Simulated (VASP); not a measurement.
Here is a VASP 6.6.1 calculation.

INCAR

```
ALGO     = Fast           # electronic algorithm
EDIFF    = 1E-8           # SCF threshold, eV
ENCUT    = 520            # plane-wave cutoff, eV
GGA      = CA             # functional
IBRION   = 8              # ionic algorithm
ISIF     = 2              # what is computed and relaxed
ISMEAR   = -1             # smearing method
LASPH    = True           # aspherical terms in the spheres
LCHARG   = False          # write CHGCAR
LEPSILON = True           # dielectric tensor by DFPT
LREAL    = False          # projectors in reciprocal space
LWAVE    = False          # write WAVECAR
NELM     = 60             # most SCF steps
PREC     = Accurate       # precision mode
SIGMA    = 0.05           # smearing width, eV
```

The input KPOINTS:

```
k-points
0
Gamma
  7 7 7
```

The input POSCAR:

```
NaI
1.0
    0.0000000000      3.2364000000      3.2364000000
    3.2364000000      0.0000000000      3.2364000000
    3.2364000000      3.2364000000      0.0000000000
I Na
1 1
Direct
    0.5000000000      0.5000000000      0.5000000000
    0.0000000000      0.0000000000      0.0000000000
```

Potentials or basis: VASP PAW LDA potentials, release 64 (I, Na_pv).

Run with:

```sh
$ cat potpaw_LDA.64/I/POTCAR potpaw_LDA.64/Na_pv/POTCAR > POTCAR
$ mpirun -np 1 vasp_std > vasp.out
```

Task: Predict the electronic dielectric tensor (diagonal).

Result: 3.46.

Task: Estimate the Born charges (mean of the diagonal).

Result: I -1.21; Na +1.21 e.

Task: What does it give for the band gap on the k mesh?

Result: 3.35 eV, direct.

Task: Predict the highest phonon frequency at Γ, LO-TO splitting left out.

Result: 99 cm⁻¹.

Born effective charge tensors (e):
atom 1, I
```
-1.21  0.00  0.00
 0.00 -1.21  0.00
 0.00  0.00 -1.21
```
atom 2, Na
```
1.21 0.00 0.00
0.00 1.21 0.00
0.00 0.00 1.21
```

Caveat: spin-orbit coupling is left out, which moves the levels of the heavy elements.

**What was measured.**

A printed reference work, monograph reports, for a bulk crystal of NaI: high-frequency dielectric constant 3.01.

Measured high-frequency dielectric constant of NaI: 3.01 (a printed reference work, monograph). This calculation gives 3.46 (+14.9 %).
